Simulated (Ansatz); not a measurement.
# What a change of settings does to a run on Pt

The geometry is COD entry 9012957, unchecked; take it as a test cell. It is an old determination, and later ones may differ. The listed cell was then made from it by scaling, straining or moving an atom.

First run: DFT, r2SCAN, PAW with Ansatz's default frozen-core files, scalar-relativistic (Ansatz 0.2.0).

Command: `ansatz run input.yaml --threads 1 --pin off --max-ram 2048MiB --backend cpu --events-out ev --progress --plain --runs-dir out` The run took 6.7 s on 1 thread of Arm Neoverse V1, with other jobs on the host, peak memory 0.37 GiB.

```yaml
crystal:
  lattice:
    - [0.0, 1.9314386481, 1.9314386481]
    - [1.9314386481, 0.0, 1.9314386481]
    - [1.9314386481, 1.9314386481, 0.0]
  atoms:
    - { symbol: Pt, position: [0.0, 0.0, 0.0] }
kpoints:
  mp_grid: { grid: [18, 18, 18] }
scf:
  occupations: { method: fermi_dirac, width: 0.03 }
hamiltonian:
  xc: r2scan
  pseudopotentials: { kind: paw }
output:
  forces: true
  stress: true
  eigenvalues: true
  efg: { contact_densities: true }
```

Result: converged; pressure 18.92 GPa; no gap on the k mesh; 6 SCF iterations.

No spin–orbit coupling, which matters for the heavy atoms here.

The input is then changed:

```diff
@@ -7,5 +7,5 @@
     - { symbol: Pt, position: [0.0, 0.0, 0.0] }
 kpoints:
-  mp_grid: { grid: [18, 18, 18] }
+  mp_grid: { grid: [27, 27, 27] }
 scf:
   occupations: { method: fermi_dirac, width: 0.03 }
@@ -13,4 +13,5 @@
   xc: r2scan
   pseudopotentials: { kind: paw }
+  dispersion: d3bj
 output:
   forces: true
@@ -18,3 +19,7 @@
   eigenvalues: true
   efg: { contact_densities: true }
+  write_density: true
+  write_potential: true
+  elf: true
+  volumetric_format: npy
```

**Question.** What does the second run give?

**Answer.** It converged; pressure 14.56 GPa; no gap on the k mesh; 6 SCF iterations.

The results part of its log:

```
SCF 1 converged in 6 iterations: F = -12537.126899 eV  dr2 = 1.16e-8
  greatest PAW one-centre occupation: 1.000 electrons in one spin orbital (limit 2), on the Pt atom at site 0 (counted from 0), in its partial waves of l = 0
SCF converged after 6 iterations
Free energy (F): -12537.126899 eV
Harris-Foulkes:  -12537.126899 eV  (|F-HF|=1.12e-8)
Internal energy: -12537.121836 eV  (E = F + TS)
E sigma→0 (E₀):  -12537.124367 eV
Entropy (-TS):   -0.005063 eV (-5.063 meV/atom)
Fermi energy:    24.562234 eV
--- Per-component energies (eV) ---
  E_band       = -125.326340
  E_kinetic    = 640.350506
  E_local      = -1405.473046  (includes V_loc(G=0)·N_el)
  E_nonlocal   = 202.027475
  E_hartree    = 526.600801
  E_xc         = -251.178901
  E_vxc        = -339.076067  (∫ρ·V_xc dr)
  E_paw        = -9480.092034  (= ΣΔE_a)
  E_vpaw       = -297.986147  (= ΣTr[D̂ρ^β])
  E_aug_tail   = 0.000163  (compensation charges beyond the density's cutoff)
  E_vtau       = 21.626326  (kinetic-family band-sum trace: ∫τ·v_τ [+ j·A + Jᵃ·Aᵃ] dr)
  E_ewald      = -2768.740011
  E_disp       = -0.385295  (pairwise vdW)
  E_core_change = -0.231494  (= ΣΔE_core)
  E_smearing   = -0.005063  (= −TS)
  E_closure    = 0.000000  (closes the sum)
  Σ components = -12537.126899   (vs F -12537.126899, Δ=0.00e0)
--- Forces (eV/Å), atoms counted from 1 ---
  atom   1  Pt    -0.00000000     0.00000000     0.00000000
  max |Σ_I F_I| component: 1.23e-32 eV/Å
--- Stress (GPa, compression-positive) ---
       14.564529      -0.000000       0.000000
       -0.000000      14.564529      -0.000000
       -0.000000      -0.000000      14.564529
  P = ⅓ Tr σ = 14.5645 GPa (145.645 kbar)
--- PAW observables at the nuclei: V_zz in 10²¹ V/m², potentials from the cell's mean, atoms counted from 1 ---
  atom   1  Pt V_zz =    +0.000000   η = 0.0000   by run symmetry: forbidden
            electrostatic potential = -16131.038848 V   contact ρ = 12079148.849068 e/Å³
--- Band table (eV; the first three rows and the last of 560) ---
  k-point 0: bands = ["-76.1622", "-29.5018", "-29.5018", "-29.5018", "13.5690", "20.3553", "20.3553", "20.3553", "22.6938", "22.6938", "39.7818", "45.2098", "45.2098"]
  k-point 1: bands = ["-76.1615", "-29.5102", "-29.5029", "-29.5029", "13.6300", "20.3268", "20.3804", "20.3804", "22.6791", "22.6791", "39.8787", "44.8957", "45.3037"]
  k-point 2: bands = ["-76.1597", "-29.5348", "-29.5064", "-29.5064", "13.8103", "20.2468", "20.4516", "20.4516", "22.6405", "22.6405", "40.1587", "44.1217", "45.5818"]
  k-point 559: bands = ["-76.0991", "-29.9120", "-29.8945", "-29.7311", "18.2920", "19.3434", "19.6879", "22.3048", "25.1278", "32.2723", "33.3510", "33.9438", "37.7851"]
```
